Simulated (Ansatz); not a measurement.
TiC, 2 atoms in the cell. Symmetry: Fm-3m, No. 225, cubic system. Conventional cell: a = 4.331 Å, b = 4.331 Å, c = 4.331 Å, α = 90.00°, β = 90.00°, γ = 90.00°. Around Ti (site symmetry m-3m) lie 6 C at 2.17 Å. C (site symmetry m-3m) is surrounded by 6 Ti at 2.17 Å. The cell is a database's computed one.

```yaml
Program: Ansatz 0.2.0
Task: single point
Functional: r2SCAN0
Potentials_or_basis: Ansatz PAW
Cutoff: "500 eV (not typed: the program's choice for these potentials)"
k_mesh: 6 × 6 × 6
Occupations: fermi-dirac, width 0.05 eV
Spin: no spin polarisation
```

Potentials or basis: Ansatz PAW.

The run is started by

```console
$ ansatz run input.yaml --threads 2 --pin off --max-ram 5632MiB --backend cpu --events-out ev --progress --plain --runs-dir out
```

Hardware: 2 threads of Intel(R) Xeon(R) Platinum 8259CL CPU @ 2.50GHz (Skylake/Cascade Lake), with other jobs on the host.

Question: How long does it take, and how much memory?

Answer: Run time: 23 s on 2 threads of Intel(R) Xeon(R) Platinum 8259CL CPU @ 2.50GHz (Skylake/Cascade Lake), on a shared host, peak memory 0.95 GiB. Counts: scf iterations 42, plane waves 531, k points 16, bands 12.
